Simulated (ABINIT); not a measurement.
Runs of ABINIT 10.8.3 (patched build) on CdTe. The structure is cubic, space group F-43m (No. 216). The conventional cell has a = 6.410 Å, b = 6.410 Å, c = 6.410 Å, α = 90.00°, β = 90.00°, γ = 90.00°. Around Te (site symmetry -43m) lie 4 Cd at 2.78 Å. Cd (site symmetry -43m) has 4 Te at 2.78 Å as nearest neighbours. 

| task | level | k mesh | cutoff (eV) | fine-grid cutoff | mesh quality | gap on the mesh (eV) |
| --- | --- | --- | --- | --- | --- | --- |
| single point | r2SCAN | 4 × 4 × 4 | 544 | 1088.46 eV | coarse | 1.37 |
| band structure | RPBE | 7 × 7 × 7 | 463 | 925.187 eV | not flagged | 1.03 |
| single point | PBEsol | 4 × 4 × 4 | 463 | 925.187 eV | coarse | 0.75 |
| band structure | PBEsol | 7 × 7 × 7 | 463 | 925.187 eV | not flagged | (a) |

Alike in all rows: potentials or basis JTH PAW PBE v2.0; no spin polarisation; cell as given; smearing fermi-dirac 0.05 eV.

Q: Fill in the values left out.

A: (a) 0.76.

Caveats: some runs use coarse meshes; spin-orbit coupling is left out, which moves the levels of the heavy elements.

A k mesh can miss the band edges, and the runs leave out spin-orbit coupling on Cd, Te.

Runs at the PBE level aren't shown here.
